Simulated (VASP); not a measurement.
# BiTe (R-3m) in VASP: notebook

One crystal, BiTe, is run at these levels: PBE; tasks: single point.

Program: VASP 6.6.1. These are calculated values, not measurements. Logs are shortened: lines on timing, memory, paths and dates and some standing lists are left out, and cuts for length are marked.

## 1. The crystal as given

It takes space group R-3m (No. 166, trigonal). Conventional cell: a = 4.845 Å, b = 4.845 Å, c = 9.952 Å, α = 90.00°, β = 90.00°, γ = 120.00°. Around Bi (site symmetry -3m) lie 6 Te at 3.25 Å. Te (site symmetry -3m) is surrounded by 6 Bi at 3.25 Å.

The cell comes from a database or a generator and needn't be the stable form of this composition.

## 2. Single point, PBE

File INCAR:

```
PREC = Accurate
ENCUT = 300
EDIFF = 1E-7
ISMEAR = 0
SIGMA = 0.05
LREAL = F
LASPH = T
NELM = 100
ALGO = Normal
ISIF = 2
LWAVE = F
LCHARG = F
GGA = PE
NBANDS = 18
ADDGRID = F
```

File KPOINTS:

```
Automatic mesh
0
Gamma
  3 3 3
```

File POSCAR:

```
BiTe
1.0
    2.4227077728      1.3987509848      3.3172919545
   -2.4227077728      1.3987509848      3.3172919545
    0.0000000000     -2.7975019696      3.3172919545
Bi Te
1 1
Direct
    0.5120250000      0.5038480000      0.5048510000
   -0.0040940000     -0.0152210000     -0.0035880000
```

Potentials or basis: VASP PAW PBE potentials, release 64 (Bi_d, Te).

Started as:

```sh
$ cat potpaw_PBE.64/Bi_d/POTCAR potpaw_PBE.64/Te/POTCAR > POTCAR
$ mpirun -np 1 vasp_std > vasp.out
```

OUTCAR:

```text
PREC = Accurate
   ENCUT = 300
   EDIFF = 1E-7
   ISMEAR = 0
   LREAL = F
   LASPH = T
   NELM = 100
   ISIF = 2
   GGA = PE

 Found     14 irreducible k-points:

 Following reciprocal coordinates:
            Coordinates               Weight
  0.000000  0.000000  0.000000      1.000000
  0.333333 -0.000000  0.000000      2.000000
 -0.000000  0.333333  0.000000      2.000000
  0.000000  0.000000  0.333333      2.000000
  0.333333  0.333333  0.000000      2.000000
 -0.333333  0.000000 -0.333333      2.000000
   k-points           NKPTS =     14   k-points in BZ     NKDIM =     14   number of bands    NBANDS=     18
   number of dos      NEDOS =    301   number of ions     NIONS =      2
   total plane-waves  NPLWV =  21952
   dimension x,y,z NGX =    28 NGY =   28 NGZ =   28
   dimension x,y,z NGXF=    56 NGYF=   56 NGZF=   56
   ions per type =               1   1
   NGX,Y,Z   is equivalent  to a cutoff of  10.73, 10.73, 10.73 a.u.
   NGXF,Y,Z  is equivalent  to a cutoff of  21.45, 21.45, 21.45 a.u.
 SYSTEM =  unknown system
   PREC   = accura    normal or accurate (medium, high low for compatibility)
   ISTART =      0    job   : 0-new  1-cont  2-samecut
   ICHARG =      2    charge: 1-file 2-atom 10-const
   ISPIN  =      1    spin polarized calculation?
   LNONCOLLINEAR =      F non collinear calculations
   LSORBIT =      F    spin-orbit coupling
   LASPH  =      T    aspherical Exc in radial PAW
   ENCUT  =  300.0 eV  22.05 Ry    4.70 a.u.   6.13  6.13  6.13*2*pi/ulx,y,z
   NELM   =    100;   NELMIN=  2; NELMDL= -5     # of ELM steps
   EDIFF  = 0.1E-06   stopping-criterion for ELM
[... 30 lines left out ...]
 non-spin polarized calculation
 Gauss-broadening in eV      SIGMA  =   0.05
  energy-cutoff  :      300.00
  volume of cell :       67.45
 maximum number of plane-waves:       805
 NGX is ok and might be reduce to    28
   NGX = 13   NGY = 13   NGZ = 13

 number of electron      21.0000002 magnetization

 Free energy of the ion-electron system (eV)
  ---------------------------------------------------
  ext. energy  EPLUGINS =         0.00000000
  ---------------------------------------------------
  free energy    TOTEN  =        -7.11511024 eV

  energy without entropy =       -7.11024815  energy(sigma->0) =       -7.11267920

 E-fermi :   6.9070     XC(G=0):  -9.4830

 val. band max:        6.4484191066   @ k =  -0.0000   0.3333   0.0000
 cond. band min:       6.9203527615   @ k =   0.0000   0.0000   0.3333
 fundamental gap:      0.4719336549
 Fermi energy:         6.9070378501

 k-point     1 :       0.0000    0.0000    0.0000
  band No.  band energies     occupation
      1     -16.5587      2.00000
      2     -16.5581      2.00000
      3     -16.5264      2.00000
      4     -16.5194      2.00000
      5     -16.4994      2.00000
      6      -6.8380      2.00000
      7      -1.6080      2.00000
      8       3.7165      2.00000
      9       3.7449      2.00000
     10       5.0756      2.00000
     11       8.5105      0.00000
     12       9.0970      0.00000
     13       9.1559      0.00000
     14      10.7638      0.00000
     15      10.8076      0.00000
     16      12.8553      0.00000
     17      13.3380      0.00000
     18      13.5645      0.00000

 k-point     2 :       0.3333   -0.0000    0.0000
  band No.  band energies     occupation
      1     -16.5590      2.00000
      2     -16.5578      2.00000
      3     -16.5283      2.00000
      4     -16.5156      2.00000
      5     -16.4976      2.00000
      6      -5.9140      2.00000
      7      -3.4557      2.00000
      8       4.2931      2.00000
      9       4.5923      2.00000
     10       5.1698      2.00000
     11       6.4483      2.00000
     12       6.9354      0.42174
     13       7.5339      0.00000
     14      12.0931      0.00000
     15      12.1957      0.00000
     16      14.6608      0.00000
     17      15.4168      0.00000
     18      16.3559      0.00000

 k-point     3 :      -0.0000    0.3333    0.0000
  band No.  band energies     occupation
      1     -16.5589      2.00000
      2     -16.5578      2.00000
      3     -16.5289      2.00000
      4     -16.5149      2.00000
      5     -16.4977      2.00000
      6      -5.9161      2.00000
      7      -3.4516      2.00000
      8       4.2865      2.00000
      9       4.5906      2.00000
     10       5.1755      2.00000
     11       6.4484      2.00000
     12       6.9386      0.37179
     13       7.5272      0.00000
     14      12.0938      0.00000
     15      12.1963      0.00000
     16      14.6596      0.00000
     17      15.4241      0.00000
     18      16.3582      0.00000

 k-point     4 :       0.0000    0.0000    0.3333
  band No.  band energies     occupation
      1     -16.5596      2.00000
      2     -16.5572      2.00000
      3     -16.5233      2.00000
      4     -16.5209      2.00000
      5     -16.4972      2.00000
      6      -5.9108      2.00000
      7      -3.4627      2.00000
      8       4.3144      2.00000
      9       4.5974      2.00000
     10       5.1497      2.00000
     11       6.4475      2.00000
     12       6.9204      0.70647
     13       7.5536      0.00000
     14      12.0940      0.00000
     15      12.1915      0.00000
     16      14.6679      0.00000
     17      15.4033      0.00000
     18      16.3515      0.00000

 k-point     5 :       0.3333    0.3333    0.0000
  band No.  band energies     occupation
      1     -16.5643      2.00000
      2     -16.5551      2.00000
      3     -16.5282      2.00000
      4     -16.5085      2.00000
      5     -16.4989      2.00000
      6      -5.6566      2.00000
      7      -3.0229      2.00000
      8       2.4860      2.00000
      9       2.5307      2.00000
     10       3.6686      2.00000
     11       8.7419      0.00000
     12       9.1075      0.00000
     13       9.8764      0.00000
     14       9.9197      0.00000
     15      14.5600      0.00000
     16      14.6004      0.00000
     17      14.9677      0.00000
     18      15.3513      0.00000

 k-point     6 :      -0.3333    0.0000   -0.3333
  band No.  band energies     occupation
      1     -16.5638      2.00000
      2     -16.5560      2.00000
      3     -16.5246      2.00000
      4     -16.5131      2.00000
      5     -16.4976      2.00000
      6      -5.6638      2.00000
      7      -3.0058      2.00000
      8       2.4633      2.00000
      9       2.5295      2.00000
     10       3.6817      2.00000
     11       8.7420      0.00000
     12       9.0320      0.00000
     13       9.8811      0.00000
     14      10.0011      0.00000
     15      14.5361      0.00000
     16      14.5611      0.00000
     17      15.0072      0.00000
     18      15.3594      0.00000

 [... further k-points ...]
[... 5 lines left out ...]
  --------------------------------------------------------------------------------------
  -------------------------------------------------------------------------------------
  Total       -0.2074530     -0.2876200      0.3215662     -0.0048615     -0.0213988      0.0032824
  in kB       -4.9278103     -6.8320853      7.6384385     -0.1154788     -0.5083031      0.0779705
  external PRESSURE =      -1.3738190 kB  Pullay stress =       0.0000000 kB

 VOLUME and BASIS-vectors are now :
 -----------------------------------------------------------------------------
  energy-cutoff  :      300.00
  volume of cell :       67.45
      direct lattice vectors                 reciprocal lattice vectors
     2.422707773  1.398750985  3.317291954     0.206380648  0.119153923  0.100483568
    -2.422707773  1.398750985  3.317291954    -0.206380648  0.119153923  0.100483568
     0.000000000 -2.797501970  3.317291954     0.000000000 -0.238307845  0.100483568

 POSITION                                       TOTAL-FORCE (eV/Angst)
 -----------------------------------------------------------------------------------
      0.01981      0.00863      5.04469         0.014337     -0.042403     -0.183590
      0.02696     -0.01698      9.87590        -0.014337      0.042403      0.183590
 -----------------------------------------------------------------------------------
    total drift:                               -0.001155     -0.000661     -0.000416

  FREE ENERGIE OF THE ION-ELECTRON SYSTEM (eV)
  ---------------------------------------------------
  free  energy   TOTEN  =        -7.1151102379 eV

  energy  without entropy=       -7.1102481525  energy(sigma->0) =       -7.11267920
```

It took 9.2 s on 1 thread of Intel Xeon 6975P-C (Granite Rapids), shared host; peak memory 0.14 GiB.

The run converged, but some of its settings lie outside the range that counts as converged, so its numbers aren't taken as properties of the crystal.

Results:

```yaml
Free_energy: -7.1151 eV
Pressure: -0.1 GPa
Largest_force: 0.189 eV/Å
Band_gap_on_the_k_mesh: none (metal or under the smearing width)
```

Caveat: the k mesh is coarse (spacing up to 0.54 Å⁻¹), so the values aren't converged; the cutoff is under 1.25 times the usual one of these potentials, so pressure, stress and relaxed cells hold a basis-set (Pulay) error; spin-orbit coupling is left out, which moves the levels of the heavy elements.

## 3. Single point, PBE

INCAR, as its differences from that of step 2:

```diff
@@ -1,3 +1,3 @@
 PREC = Accurate
-ENCUT = 300
+ENCUT = 400
 EDIFF = 1E-7
```

KPOINTS is that of step 2.

File POSCAR:

```
BiTe
1.0
    2.4227077728      1.3987509848      3.3172919545
   -2.4227077728      1.3987509848      3.3172919545
    0.0000000000     -2.7975019696      3.3172919545
Bi Te
1 1
Direct
    0.5000000000      0.5000000000      0.5000000000
    0.0000000000      0.0000000000      0.0000000000
```

Potentials or basis: VASP PAW PBE potentials, release 64 (Bi_d, Te).

Started as:

```sh
$ cat potpaw_PBE.64/Bi_d/POTCAR potpaw_PBE.64/Te/POTCAR > POTCAR
$ mpirun -np 1 vasp_std > vasp.out
```

Run time: 7.5 s. Hardware: 1 thread of Intel Xeon 6975P-C (Granite Rapids), shared host; peak memory 0.14 GiB.

The run converged, but some of its settings lie outside the range that counts as converged, so its numbers aren't taken as properties of the crystal.

Results:

```
Free energy            : -7.1287 eV
Pressure               : -0.1 GPa
Band gap on the k mesh : none (metal or under the smearing width)
```

Caveat: the k mesh is coarse (spacing up to 0.54 Å⁻¹), so the values aren't converged; spin-orbit coupling is left out, which moves the levels of the heavy elements.

## 4. Single point, PBE

INCAR is that of step 3.

KPOINTS is that of step 3.

File POSCAR:

```
BiTe
1.0
    2.4227077728      1.3987509848      3.3172919545
   -2.4227077728      1.3987509848      3.3172919545
    0.0000000000     -2.7975019696      3.3172919545
Bi Te
1 1
Direct
    0.5120250000      0.5038480000      0.5048510000
   -0.0040940000     -0.0152210000     -0.0035880000
```

Started as:

```sh
$ cat potpaw_PBE.64/Bi_d/POTCAR potpaw_PBE.64/Te/POTCAR > POTCAR
$ mpirun -np 1 vasp_std > vasp.out
```

Run time: 10 s. Hardware: 1 thread of Intel Xeon 6975P-C (Granite Rapids), shared host; peak memory 0.15 GiB.

The run converged, but some of its settings lie outside the range that counts as converged, so its numbers aren't taken as properties of the crystal.

What came out:

```
Free energy            : -7.1158 eV
Pressure               : 0.1 GPa
Largest force          : 0.189 eV/Å
Band gap on the k mesh : none (metal or under the smearing width)
```

Caveat: the k mesh is coarse (spacing up to 0.54 Å⁻¹), so the values aren't converged; spin-orbit coupling is left out, which moves the levels of the heavy elements.

## 5. Single point, PBE

INCAR, as its differences from that of step 4:

```diff
@@ -1,3 +1,3 @@
 PREC = Accurate
-ENCUT = 400
+ENCUT = 250
 EDIFF = 1E-7
```

File KPOINTS:

```
Automatic mesh
0
Gamma
  4 4 4
```

File POSCAR:

```
BiTe
1.0
    2.4227077728      1.3987509848      3.3172919545
   -2.4227077728      1.3987509848      3.3172919545
    0.0000000000     -2.7975019696      3.3172919545
Bi Te
1 1
Direct
    0.5000000000      0.5000000000      0.5000000000
    0.0000000000      0.0000000000      0.0000000000
```

Started as:

```sh
$ cat potpaw_PBE.64/Bi_d/POTCAR potpaw_PBE.64/Te/POTCAR > POTCAR
$ mpirun -np 1 vasp_std > vasp.out
```

Wall time 6.6 s (1 thread of Intel Xeon 6975P-C (Granite Rapids), shared host); peak memory 0.12 GiB.

These settings aren't checked as converged: the numbers below hold their error.

Results:

- Free energy: -7.2132 eV
- Band gap on the k mesh: none (metal or under the smearing width)

Caveat: the k mesh is coarse (spacing up to 0.41 Å⁻¹), so the values aren't converged; the cutoff is under 1.25 times the usual one of these potentials, so pressure, stress and relaxed cells hold a basis-set (Pulay) error; spin-orbit coupling is left out, which moves the levels of the heavy elements.
